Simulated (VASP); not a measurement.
Input of a VASP 6.6.1 run:

INCAR

```
SYSTEM = B
  ALGO = Fast
  EDIFF = 1E-7
  ENCUT = 520
  GGA = RE
  ISIF = 2
  ISMEAR = -1
  LASPH = .True.
  LCHARG = .False.
  LREAL = .False.
  LWAVE = .False.
  NBANDS = 14
  NELM = 100
  PREC = Accurate
  SIGMA = 0.1
```

File KPOINTS:

```
k-points
0
Gamma
  23 23 2
  0 0 0
```

Contents of POSCAR:

```
B
1.0
    1.7889446896      0.0000000000      0.0000000000
   -0.8944723448      1.5492715471      0.0000000000
    0.0000000000      0.0000000000     22.5370420422
B
4
Direct
    1.0000000000      1.0000000000      0.0000000000
    1.0000000000      1.0000000000      0.5000000000
    0.3333333333      0.6666666667      0.2500000000
    0.6666666667      0.3333333333      0.7500000000
```

Potentials or basis: VASP PAW PBE potentials, release 64 (B).

Run with:

```sh
$ cat potpaw_PBE.64/B/POTCAR > POTCAR
$ mpirun -np 1 vasp_std > vasp.out
```

Problem. Predict the band gap on the k mesh.

Solution. None (metal or under the smearing width).

Problem. Estimate the pressure.

Solution. -11.4 GPa.

Stress tensor (GPa, compression positive):
```
-17.12   0.00   0.00
  0.00 -17.12   0.00
  0.00   0.00  -0.02
```

Caveat: the PAW data sets were made with another functional, which shifts forces and pressure a little.
